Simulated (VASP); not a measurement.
Here is a VASP 6.6.1 calculation.

File INCAR:

```
SYSTEM = InPd
ALGO = Normal
EDIFF = 1E-6
ENCUT = 520
ISIF = 2
ISMEAR = -1
LASPH = .TRUE.
LCHARG = .FALSE.
LMAXMIX = 4
LMIXTAU = .TRUE.
LREAL = .FALSE.
LWAVE = .FALSE.
METAGGA = MS2
NELM = 80
PREC = Accurate
SIGMA = 0.05
```

KPOINTS

```
k-points
0
G
  8 8 8
  0 0 0
```

POSCAR

```
InPd
1.0
    3.2718847800      0.0000000000      0.0000000000
    0.0000000000      3.2718847800      0.0000000000
    0.0000000000      0.0000000000      3.2718847800
In Pd
1 1
Direct
    0.0000000000      0.0000000000      0.0000000000
    0.5000000000      0.5000000000      0.5000000000
```

Contents of KPOINTS_OPT:

```
path GXMGRX,MR
10
line-mode
reciprocal
 0.0000000000  0.0000000000  0.0000000000  G
 0.0000000000  0.5000000000  0.0000000000  X

 0.0000000000  0.5000000000  0.0000000000  X
 0.5000000000  0.5000000000  0.0000000000  M

 0.5000000000  0.5000000000  0.0000000000  M
 0.0000000000  0.0000000000  0.0000000000  G

 0.0000000000  0.0000000000  0.0000000000  G
 0.5000000000  0.5000000000  0.5000000000  R

 0.5000000000  0.5000000000  0.5000000000  R
 0.0000000000  0.5000000000  0.0000000000  X

 0.5000000000  0.5000000000  0.0000000000  M
 0.5000000000  0.5000000000  0.5000000000  R
```

Potentials or basis: VASP PAW PBE potentials, release 64 (In_d, Pd).

Command:

```bash
$ cat potpaw_PBE.64/In_d/POTCAR potpaw_PBE.64/Pd/POTCAR > POTCAR
$ mpirun -np 1 vasp_std > vasp.out
```

(1) What does it give for the band gap along the path?

(2) Predict the pressure.

Answers

(1) none (metal or under the smearing width).

(2) -2.8 GPa.

Caveat: the PAW data sets were made with another functional, which shifts forces and pressure a little; spin-orbit coupling is left out, which moves the levels of the heavy elements.
